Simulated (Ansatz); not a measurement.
Input and command of a calculation in Ansatz (plane waves; scalar-relativistic PAW potentials unless the input names others):

```yaml
crystal:
  lattice:
    - [5.4384501876, 0.0, 0.0]
    - [0.0, 5.4384501876, 0.0]
    - [-2.7192250938, 2.7192250938, 2.8681254471]
  atoms:
    - { symbol: Rb, position: [0.0, 0.0, 0.0] }
basis:
  ecutwfc: 420
kpoints:
  mp_grid: { grid: [7, 7, 12] }
hamiltonian:
  xc: pbesol
scf:
  occupations: { method: gaussian, width: 0.1 }
  mixing: { algorithm: msr1, beta: 0.05 }
  n_extra_bands: 32
output:
  forces: true
  eigenvalues: true
  stress: true
```

```bash
ansatz run input.yaml --threads 4 --pin off --max-ram 10240MiB --backend cpu --events-out ev --progress --plain --runs-dir out
```

Abridged log:
```
Warning: crystal.symmetry: narrowed to the stabiliser of the k-point mesh — unitary ops 16 → 4; excluded 12 operations that carry a point of the 7×7×12 mesh (shift [0, 0, 0]) off the mesh (the run samples exactly the mesh kpoints.mp_grid names, as under crystal.symmetry.detect: false, and its converged state has the mesh's symmetry, not the crystal's; ε∞, the Born charges and the force constants of a linear response (`dielectric:` by the response, `phonons.method: dfpt`) are averaged over those of the crystal's operations that the state keeps within a tolerance, where `mesh_tensors`, `unaverag ...
scf.n_extra_bands = 32 over 5 filled bands (N_el = 9.0): the run solves 37 bands
Pseudopotentials: kind: paw
Pseudopotential: Rb, paw, valence charge 9, recommended cutoff 420 eV (normal)
Functional definition: PBEsol
Crystal: 1 atom, lattice volume = 84.830 Å³
Basis set: ecut = 420 eV, 1649 PW (Γ), exchange–correlation on 80×80×72 points (8 copies of the dense FFT grid, shifted against one another)
Bands: 37, of which v1, the nominal top of the filled ones, is band 5 counted from 1 (4 counted from 0)
Symmetry: 4 space group operations
k-points: 172 of 588
Initial density: superposition of atomic densities (neutral atoms: chi_scale 0, normalization atom), corrected by the library's trained network
Initial wavefunctions: pseudopotential atomic-orbital guess
Functional: x = pbesol(κ = 0.804, μ = 0.12345679), c = pbesol(β = 0.046)
SCF iter   1: F=—  HF=-3216.991747 eV  |F-HF|=—  |Δ(HF+E_count)|=         —  Δρ=6.11e-4  dr2=1.15e-4  ethr=1.77e-3  ⟨swp⟩=6.9  Hψ=30485  notcnv=0  defer=3585
SCF iter   2: F=—  HF=-3216.991933 eV  |F-HF|=—  |Δ(HF+E_count)|=   1.87e-4  Δρ=5.68e-4  dr2=1.06e-4  ethr=1.28e-6  ⟨swp⟩=2.6  Hψ=8656  notcnv=0  defer=3725
SCF iter   3: F=—  HF=-3216.991964 eV  |F-HF|=—  |Δ(HF+E_count)|=   3.06e-5  Δρ=2.57e-4  dr2=2.29e-5  ethr=1.17e-6  ⟨swp⟩=2.0  Hψ=2918  notcnv=0  defer=3725
SCF iter   4: F=—  HF=-3216.991976 eV  |F-HF|=—  |Δ(HF+E_count)|=   1.20e-5  Δρ=1.53e-4  dr2=1.67e-5  ethr=2.54e-7  ⟨swp⟩=2.4  Hψ=2918  notcnv=0  defer=3725
SCF iter   5: F=—  HF=-3216.991973 eV  |F-HF|=—  |Δ(HF+E_count)|=   3.03e-6  Δρ=8.25e-5  dr2=5.56e-6  ethr=1.86e-7  ⟨swp⟩=1.0  Hψ=2142  notcnv=0  defer=3725
SCF iter   6: F=—  HF=-3216.991971 eV  |F-HF|=—  |Δ(HF+E_count)|=   1.50e-6  Δρ=5.21e-5  dr2=2.24e-6  ethr=6.18e-8  ⟨swp⟩=1.0  Hψ=2142  notcnv=0  defer=3725
SCF iter   7: F=—  HF=-3216.991971 eV  |F-HF|=—  |Δ(HF+E_count)|=   5.64e-7  Δρ=3.54e-5  dr2=1.01e-6  ethr=2.49e-8  ⟨swp⟩=1.0  Hψ=2142  notcnv=0  defer=3725
SCF iter   8: F=-3216.991970 eV  HF=-3216.991970 eV  |F-HF|=1.51e-8  |Δ(HF+E_count)|=   4.25e-7  Δρ=6.48e-6  dr2=3.16e-8  ethr=1.11e-9  ⟨swp⟩=11.2  Hψ=45898  notcnv=0
SCF 1 converged in 8 iterations: F = -3216.991970 eV  dr2 = 3.16e-8
SCF converged after 8 iterations
Free energy (F): -3216.991970 eV
Harris-Foulkes:  -3216.991970 eV  (|F-HF|=1.51e-8)
Internal energy: -3216.987238 eV  (E = F + TS)
E sigma→0 (E₀):  -3216.989604 eV
Entropy (-TS):   -0.004732 eV (-4.732 meV/atom)
Fermi energy:    2.185718 eV
--- Forces (eV/Å), atoms counted from 1 ---
  atom   1  Rb     0.00000000     0.00000000     0.00000000
--- Stress (GPa, compression-positive) ---
        0.080055      -0.006485      -0.025817
       -0.006485       0.080055       0.025817
       -0.025817       0.025817      -0.001573
  P = ⅓ Tr σ = 0.0528 GPa (0.528 kbar)
```

Apart from outputs and the relaxation, which only the reference makes, the input differs from a reference run on usual settings in scf.mixing.algorithm: not typed → "msr1"; scf.mixing.beta: not typed → 0.05; scf.n_extra_bands: not typed → 32. The reference, at the same geometry, ended its own course with pressure 0.05 GPa, largest force 0.000 eV/Å, no gap on the mesh. This run converged in 8 SCF iterations with an energy at zero smearing within 0.01 meV/atom of the reference's, pressure 0.05 GPa, largest force 0.000 eV/Å, no gap on the mesh.

Time: 6.3 s on 4 threads of Intel(R) Xeon(R) Platinum 8259CL CPU @ 2.50GHz (Skylake/Cascade Lake) (shared host), peak memory 0.72 GiB.